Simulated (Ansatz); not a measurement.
How long does this Ansatz run take?

```yaml
crystal:
  lattice:
    - [11.32, 0.0, 0.0]
    - [0.0, 4.05, 0.0]
    - [0.0, 0.0, 4.28442]
  atoms:
    - { symbol: Sn, position: [0.1203544246, 0.25, 0.1079622665] }
    - { symbol: Sn, position: [0.3796455754, 0.75, 0.6079622665] }
    - { symbol: Sn, position: [0.6203544246, 0.25, 0.3920377335] }
    - { symbol: Sn, position: [0.8796455754, 0.75, 0.8920377335] }
    - { symbol: S, position: [0.8516662376, 0.25, 0.476949569] }
    - { symbol: S, position: [0.6483337624, 0.75, 0.976949569] }
    - { symbol: S, position: [0.3516662376, 0.25, 0.023050431] }
    - { symbol: S, position: [0.1483337624, 0.75, 0.523050431] }
kpoints:
  mp_grid: { grid: [4, 11, 10] }
scf:
  occupations: { method: fermi_dirac, width: 0.02 }
hamiltonian:
  xc: pbe
  pseudopotentials: { kind: paw }
output:
  forces: true
  stress: true
  populations: true
  efg:
    quadrupole_moments_barn: { Sn: -0.132, S: -0.0694 }
    contact_densities: true
relax:
  f_tol: 0.02
  max_steps: 60
```

The quadrupole moment typed for Sn is that of the 23.9 keV Mössbauer state of ¹¹⁹Sn; the ground state has I = 1/2 and no quadrupole moment.

```sh
ansatz run input.yaml --threads 1 --pin off --max-ram 3072MiB --backend cpu --events-out ev --progress --plain --runs-dir out
```

It runs on 1 thread of Intel Xeon Platinum 8488C (Sapphire Rapids) (x86_64; 16 cores open to the job, memory cap 3.0 GiB, no GPU), a shared host with a load of 0.7 a core.

Q: How much time and memory should be set aside?

A: About 2.4 min of wall time (2.4 min of CPU time) and 1.1 GiB. The run holds 80 valence electrons in 48 bands, about 3831 plane waves a k-point and 108 irreducible k-points, and took 18 SCF iterations, over 3 ionic steps. Times on a shared host vary by tens of per cent.
